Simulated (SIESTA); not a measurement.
The system is SnTe.

```
Te Sn
1.0
     0.00000    3.15085    3.15085
     3.15085    0.00000    3.15085
     3.15085    3.15085    0.00000
Te Sn
1 1
Direct
  0.50000 0.50000 0.50000
  0.00000 0.00000 0.00000
```

| Quantity | Value |
| --- | --- |
| Program | SIESTA 5.4.2 |
| Task | single point |
| Functional | PBE |
| Potentials or basis | PseudoDojo 0.4 standard (PBE files) |
| Basis | DZP (energy shift 0.003 Ry; two zetas on semicore shells) |
| Grid cutoff | 500 Ry |
| Energy shift | 0.003 Ry |
| k mesh | 7 × 7 × 7 |
| Occupations | fermi-dirac, width 0.05 eV |
| Spin | no spin polarisation |

On this cell: pressure 2.9 GPa; largest force zero by symmetry; band gap on the k mesh not listed.

The same run follows on a disturbed copy (atoms moved at random, drawn with an rms of 0.05 Å):

```
Te Sn
1.0
     0.00000    3.15085    3.15085
     3.15085    0.00000    3.15085
     3.15085    3.15085    0.00000
Te Sn
1 1
Direct
  0.51041 0.49414 0.50590
  0.00359 0.99017 0.99647
```

What does the disturbed cell give?

The energy moves by +1.1 meV/atom; pressure 3.0 GPa; largest force 0.059 eV/Å; band gap on the k mesh 0.70 eV, direct.

Forces in eV/Å, atoms in the order of the input:
```
Te  -0.033 -0.041 -0.027
Sn   0.033  0.040  0.028
```

Caveats: the basis of atomic orbitals isn't converged, which shifts pressures, moduli and gaps; spin-orbit coupling is left out, which moves the levels of the heavy elements (some runs); an odd mesh through Γ misses points on the zone boundary, where band edges often lie (some runs).
